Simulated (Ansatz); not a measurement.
# MgO (MgO (100), 2 layers): how the settings move a single-point run

Question: which choices in the input matter for MgO (MgO (100), 2 layers)?

Method: reference: DFT, PBE, PAW with Ansatz's default frozen-core files, scalar-relativistic, in Ansatz 0.2.0.

## Step 1: Starting point

Symmetry: P4/nmm, No. 129, tetragonal system. The conventional cell has a = 3.008 Å, b = 3.008 Å, c = 18.127 Å, α = 90.00°, β = 90.00°, γ = 90.00°. Mg (site symmetry 4mm) is surrounded by 5 O at 2.13 Å. Around O (site symmetry 4mm) lie 5 Mg at 2.13 Å.

As a file:

```
CELL_PARAMETERS angstrom
3.00795 0.00000 0.00000
0.00000 3.00795 0.00000
0.00000 0.00000 18.12690
ATOMIC_POSITIONS crystal
Mg 0.00000 0.00000 0.44296
O 0.50000 0.50000 0.43966
Mg 0.50000 0.50000 0.55704
O 0.00000 0.00000 0.56034
```

## Step 2: The reference run

Input file input.yaml:

```yaml
crystal:
  lattice:
    - [3.0079491106, 0.0, 0.0]
    - [0.0, 3.0079491106, 0.0]
    - [0.0, 0.0, 18.1269]
  atoms:
    - { symbol: Mg, position: [0.0, 0.0, 0.442961649] }
    - { symbol: O, position: [0.5, 0.5, 0.4396605882] }
    - { symbol: Mg, position: [0.5, 0.5, 0.5570383404] }
    - { symbol: O, position: [0.0, 0.0, 0.5603394224] }
  periodic: [true, true, false]
kpoints:
  mp_grid: { grid: [10, 10, 1] }
scf:
  occupations: { method: fermi_dirac, width: 0.02 }
hamiltonian:
  xc: pbe
  pseudopotentials: { kind: paw }
output:
  forces: true
  stress: true
  eigenvalues: true
```

Command:

```
> ansatz run input.yaml --threads 1 --pin off --max-ram 3584MiB --backend cpu --events-out ev --progress --plain --runs-dir out
```

## Step 3: Variant: symmetry.detect false, mp_grid.shift [0.5, 0.5, 0.0]

Changes to input.yaml since step 2:

```diff
@@ -11,4 +11,5 @@
   periodic: [true, true, false]
+  symmetry: { detect: false }
 kpoints:
-  mp_grid: { grid: [10, 10, 1] }
+  mp_grid: { grid: [10, 10, 1], shift: [0.5, 0.5, 0.0] }
 scf:
```

What does the calculation give? Wanted: for each run, ending; energy change; gap; force.

As calculated:

| run | ending | energy change | gap (eV) | force (eV/Å) | cycles | time |
| --- | --- | --- | --- | --- | --- | --- |
| reference | converged | 0 | 3.30 | 0.01 | 7 | 8.2 s |
| 1: symmetry.detect false, mp_grid.shift [0.5, 0.5, 0.0] | converged | 0.0 meV/atom | 3.53 | 0.01 | 7 | 26 s |

Residual by cycle in the longest SCF loop of each run; runs are numbered as in the table. The quantity is the density residual dr2, in eV.

```csv
cycle,reference,run 1
1,7.5e-4,7.9e-4
2,1.8e-4,1.9e-4
3,5.0e-5,3.7e-5
4,7.9e-6,1.1e-5
5,8.4e-7,9.9e-7
6,6.1e-8,5.0e-8
7,9.0e-9,1.3e-8
```

What this shows: Changing the use of symmetry and k-point mesh moves the energy by 0.0 meV/atom, and the gap on the mesh goes from 3.30 to 3.53 eV. Sampling errors of the energy have no fixed sign. A gap read on a mesh depends on which points the mesh holds, and a coarse mesh shifts the density too. Cost: 26 s against 8.2 s.

The gaps are Kohn-Sham values of a semilocal functional, not quasiparticle or optical gaps. Such gaps usually fall short of the measured ones.
